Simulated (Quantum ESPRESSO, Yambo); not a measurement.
A convergence test on GaN (honeycomb monolayer).

The cell holds 2 atoms: 1 Ga and 1 N. Cell: a = 3.214 Å, b = 3.214 Å, c = 14.000 Å, α = 90.0°, β = 90.0°, γ = 120.0°. It derives from  ([{'formula': 'GaN', 'spacegroup': 194, 'source': 'prototype of the bulk crystal'}, {'formula': 'GaN', 'spacegroup': 186, 'source': 'prototype of the bulk crystal'}, {'formula': 'GaN', 'spacegroup': 216, 'source': 'prototype of the bulk crystal'}]). Vacuum lies along c.

```
Ga N
1.0
     3.21373    0.00000    0.00000
    -1.60687    2.78318    0.00000
     0.00000    0.00000   14.00000
Ga N
1 1
Direct
  0.33333 0.66667 0.50005
  0.66667 0.33333 0.49995
```

The structure was relaxed with PBE. The runs that relaxed it are not among those shown.

Program: Yambo 5.3.0; PBE start, 9×9×1 mesh, Godby-Needs plasmon pole.

```
bands  screening cutoff (eV)  gap on the mesh (eV)
   74                   81.6                 4.082
  255                   81.6                 4.134
   74                  136.1                 4.109
```

Q: If the two steps added up, what gap would 255 bands at 136.1 eV give? Do they add up?

From the first row, the second adds +0.052 eV and the third +0.027 eV, so the sum predicts 4.082 +0.052 +0.027 = 4.161 eV. The run gave 4.188 eV, +0.027 eV from that. They don't add up: at the higher cutoff the same bands are worth +0.079 eV. High empty states act through short-wavelength screening, so a band sum at a low cutoff levels off early.

Limits: not at the basis limit; no spin-orbit coupling.

[Paths, hosts, dates, memory and timing lines, banners, echoed tables and standing remarks are left out of the program output.]

[Logs are printed without paths, hosts, clocks, repeated set-up lines and the standing remarks that a program may print on its own settings, such as how far it seeks lower states.]

[Runs of the session that timed out or met a known fault of the program may be left out.]

[Hosts, paths, dates, database ids (printed as entryN), source tags and the programs' standing remarks are cut or masked in the printed files.]
